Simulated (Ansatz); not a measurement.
# CdS: the cost of one run

Program: Ansatz 0.2.0. Level of theory: DFT LDA, scalar-relativistic. These are calculated values, not measurements.

## Step 1: The system as given

Symmetry: P6_3mc, No. 186, hexagonal system. The conventional cell has a = 4.135 Å, b = 4.135 Å, c = 6.749 Å, α = 90.00°, β = 90.00°, γ = 120.00°. Around Cd (site symmetry 3m) lie 4 S at 2.51 to 2.60 Å. S (site symmetry 3m) has 4 Cd at 2.51 to 2.60 Å in its first shell of neighbours.

Coordinates:

```cif
data_structure
_symmetry_space_group_name_H-M 'P 1'
_symmetry_Int_Tables_number 1
_cell_length_a 4.1348
_cell_length_b 4.1348
_cell_length_c 6.7490
_cell_angle_alpha 90.000
_cell_angle_beta 90.000
_cell_angle_gamma 120.000
_cell_volume 99.93
loop_
_atom_site_label
_atom_site_type_symbol
_atom_site_fract_x
_atom_site_fract_y
_atom_site_fract_z
_atom_site_occupancy
Cd1 Cd 0.33333 0.66667 0.00000 1
Cd2 Cd 0.66667 0.33333 0.50000 1
S1 S 0.33333 0.66667 0.38500 1
S2 S 0.66667 0.33333 0.88500 1
```

Atoms are numbered in the order of the input: Cd1, Cd2, S3, S4.

## Step 2: The deformed structure

Space group P6_3mc before, P6_3mc after.

## Step 3: Full-potential LAPW

Input file input.yaml:

```yaml
crystal:
  lattice:
    - [4.1761471954, 0.0, 0.0]
    - [-2.0880735977, 3.6166495612, 0.0]
    - [0.0, 0.0, 6.749]
  atoms:
    - { symbol: Cd, position: [0.3333333333, 0.6666666667, 0.0] }
    - { symbol: Cd, position: [0.6666666667, 0.3333333333, 0.5] }
    - { symbol: S, position: [0.3333333333, 0.6666666667, 0.385] }
    - { symbol: S, position: [0.6666666667, 0.3333333333, 0.885] }
kpoints:
  mp_grid: { grid: [8, 8, 4] }
  band_path:
    path:
      - [0.0, 0.0, 0.0]
      - [0.5, 0.0, 0.0]
      - [0.3333333333, 0.3333333333, 0.0]
      - [0.0, 0.0, 0.0]
      - [0.0, 0.0, 0.5]
      - [0.5, 0.0, 0.5]
      - [0.3333333333, 0.3333333333, 0.5]
      - [0.0, 0.0, 0.5]
      - [0.5, 0.0, 0.5]
    npoints: 5
scf:
  occupations: { method: fermi_dirac, width: 0.02 }
hamiltonian:
  xc: lda
  pseudopotentials: { kind: all_electron, lapw: { basis_error: 0.001 } }
output:
  forces: true
  stress: true
  eigenvalues: true
```

Run with:

```bash
ansatz run input.yaml --threads 1 --pin off --max-ram 4096MiB --backend cpu --events-out ev --progress --plain --runs-dir out
```

Q: Estimate wall time and peak memory on 1 thread of Arm Neoverse V2, shared host.

About 62 s, with a peak of 0.4 GiB.
